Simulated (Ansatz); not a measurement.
# Ag: strain energy, fitted

Ag, Fm-3m, a = 4.147 Å. Ansatz: PBE, PAW, 420 eV, Γ-centred 18×18×12 mesh on 2 atoms, Gaussian smearing 0.10 eV; no spin polarisation. Series: equal strain along all axes, cell held, atoms fixed by symmetry; x is the strain in per cent. y is the free energy over the unstrained cell, V0 = 17.836 Å³/atom.

```tsv
x (%)	y (meV/atom)
-4.5	116.54
-3.0	48.30
-1.5	?
0.0	0.00
1.5	9.35
3.0	35.33
4.5	74.48
```

**Question.** Fit y = c2 x² + c3 x³ to the other rows, turn c2 into a modulus, and predict the missing energy.

**Answer.** Least squares on the rows shown. y = 4.7039 x² − 0.23163 x³. In eV per unit strain² c2 is 47.04; the stiffness is B for this strain (E = 9/2 B V0 ε², shape held): 2 × 47.04 × 160.2 / (9 × 17.836) = 94 GPa. The unstrained cell keeps some stress along the strain, worth a slope of -0.18 meV/atom per %, which the form leaves out. At x = -1.5 the fit asked for gives 11.37 meV/atom. The run gave 11.37 meV/atom, the same to the digits shown.